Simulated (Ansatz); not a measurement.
SnO₂ (fluorite) was relaxed with r2SCAN, strained in 3 ways (changes of length per length), its atoms relaxed again with r2SCAN, and run with HSE06 in the PAW code Ansatz. No spin polarisation and no zero-point or thermal motion; the cell was built from a prototype and may be hypothetical.

Biaxial +0.35 % in x and y, z held. Input:
```yaml
crystal:
  lattice:
    - [0.0, 2.5423341048, 2.5334669704]
    - [2.5423341048, 0.0, 2.5334669704]
    - [2.5423341048, 2.5423341048, 0.0]
  atoms:
    - { symbol: Sn, position: [0.0, 0.0, 0.0] }
    - { symbol: O, position: [0.25, 0.25, 0.25] }
    - { symbol: O, position: [0.75, 0.75, 0.75] }
kpoints:
  mp_grid: { grid: [6, 6, 6] }
  band_path:
    path:
      - [0.0, 0.0, 0.0]
      - [0.5, 0.0, 0.5]
      - [0.625, 0.25, 0.625]
      - [0.375, 0.375, 0.75]
      - [0.5, 0.5, 0.5]
      - [0.5, 0.25, 0.75]
    npoints: 1
hamiltonian:
  xc: hse06
scf:
  occupations: { method: fixed }
  n_extra_bands: 4
output:
  forces: true
  stress: true
  eigenvalues: true
```

Main results, then levels in eV from the Fermi energy at the points of the path (names of the unstrained zone, bands numbered from 0):
```
Crystal: 3 atoms, lattice volume = 32.750 Å³
Basis set: ecut = 420 eV, 629 PW (Γ)
Symmetry: 16 space group operations
Space group: I4/mmm (ITA 139)
k-points: 30 of 216
Free energy (F): -7161.844135 eV
Fermi energy:    10.565239 eV
--- Stress (GPa, compression-positive) ---
       -4.837470       0.000000       0.000000
        0.000000      -4.837470       0.000000
        0.000000       0.000000      -3.114521
  P = ⅓ Tr σ = -4.2632 GPa (-42.632 kbar)
```
```tsv
point	band_10	band_11	band_12	band_13	band_14	band_15
Γ	-1.482	-1.482	-1.420	1.615	8.765	8.786
X	-0.216	-0.174	-0.137	4.850	8.925	11.736
U	-1.566	-0.763	-0.185	5.892	10.550	11.187
K	-1.574	-0.772	-0.148	5.850	10.509	11.196
L	-3.622	-2.296	-2.286	6.565	9.738	12.369
W	-3.363	-0.330	0.019	6.166	10.770	11.619
```

With HSE06 the valence top lies at W and the conduction bottom at Γ, 1.60 eV higher; the smallest vertical gap, at Γ, is 3.04 eV. The mean pressure at these positions is -4.3 GPa, compression counted positive. The stress of a hybrid is loosely converged here.

Problem. Uniaxial -1.72 % along z, other directions held gives these blocks instead:
```yaml
crystal:
  lattice:
    - [0.0, 2.5334669704, 2.4898913385]
    - [2.5334669704, 0.0, 2.4898913385]
    - [2.5334669704, 2.5334669704, 0.0]
  atoms:
    - { symbol: Sn, position: [0.0, 0.0, 0.0] }
    - { symbol: O, position: [0.25, 0.25, 0.25] }
    - { symbol: O, position: [0.75, 0.75, 0.75] }
```
What comes out?

Solution.
```
Crystal: 3 atoms, lattice volume = 31.963 Å³
Basis set: ecut = 420 eV, 609 PW (Γ)
Symmetry: 16 space group operations
Space group: I4/mmm (ITA 139)
k-points: 30 of 216
Free energy (F): -7161.841754 eV
Fermi energy:    11.057935 eV
--- Stress (GPa, compression-positive) ---
       -1.539731       0.000000       0.000000
        0.000000      -1.539731       0.000000
        0.000000       0.000000       7.347041
  P = ⅓ Tr σ = 1.4225 GPa (14.225 kbar)
```
```tsv
point	band_10	band_11	band_12	band_13	band_14	band_15
Γ	-1.670	-1.670	-1.363	1.833	8.751	8.857
X	-0.350	-0.259	-0.131	5.013	9.150	11.783
U	-1.659	-0.823	-0.304	6.095	10.797	11.180
K	-1.688	-0.871	-0.116	5.880	10.600	11.233
L	-3.742	-2.436	-2.384	6.770	9.786	12.554
W	-3.495	-0.396	0.015	6.288	10.696	11.725
```
HSE06 gives an indirect gap of 1.82 eV, from W to Γ; the least direct gap is 3.20 eV at Γ. With the atoms held, the mean pressure is +1.4 GPa (compression positive). The stress of a hybrid is loosely converged here.

Problem. Isotropic +1.03 % on every length gives these blocks instead:
```yaml
crystal:
  lattice:
    - [0.0, 2.5595616802, 2.5595616802]
    - [2.5595616802, 0.0, 2.5595616802]
    - [2.5595616802, 2.5595616802, 0.0]
  atoms:
    - { symbol: Sn, position: [0.0, 0.0, 0.0] }
    - { symbol: O, position: [0.25, 0.25, 0.25] }
    - { symbol: O, position: [0.75, 0.75, 0.75] }
scf:
  occupations: { method: fermi_dirac, width: 0.02 }
  n_extra_bands: 4
```
What comes out?

Solution.
```
Crystal: 3 atoms, lattice volume = 33.537 Å³
Basis set: ecut = 420 eV, 645 PW (Γ)
Symmetry: 48 space group operations
Space group: Fm-3m (ITA 225)
k-points: 16 of 216
Free energy (F): -7161.811259 eV
Fermi energy:    10.842692 eV
--- Stress (GPa, compression-positive) ---
       -9.171005       0.000000       0.000000
        0.000000      -9.171005       0.000000
        0.000000       0.000000      -9.171005
  P = ⅓ Tr σ = -9.1710 GPa (-91.710 kbar)
```
```tsv
point	band_10	band_11	band_12	band_13	band_14	band_15
Γ	-2.104	-2.104	-2.104	0.653	7.990	7.990
X	-0.885	-0.885	-0.801	3.998	7.991	10.923
U	-2.224	-1.435	-0.852	4.987	9.596	10.428
K	-2.224	-1.435	-0.852	4.987	9.596	10.428
L	-4.218	-2.921	-2.921	5.619	8.924	11.443
W	-3.974	-1.004	-0.682	5.262	10.064	10.694
```
HSE06 gives an indirect gap of 1.33 eV, from W to Γ; the least direct gap is 2.76 eV at Γ. At this geometry HSE06 finds -9.2 GPa, compression counted positive: its own equilibrium volume is smaller. The stress of a hybrid is loosely converged here.

No spin-orbit coupling is included; it can move band edges with weight on the heavy atoms by tenths of an eV.

The meshes of the hybrids are coarse, so their gaps aren't converged to the digits shown.
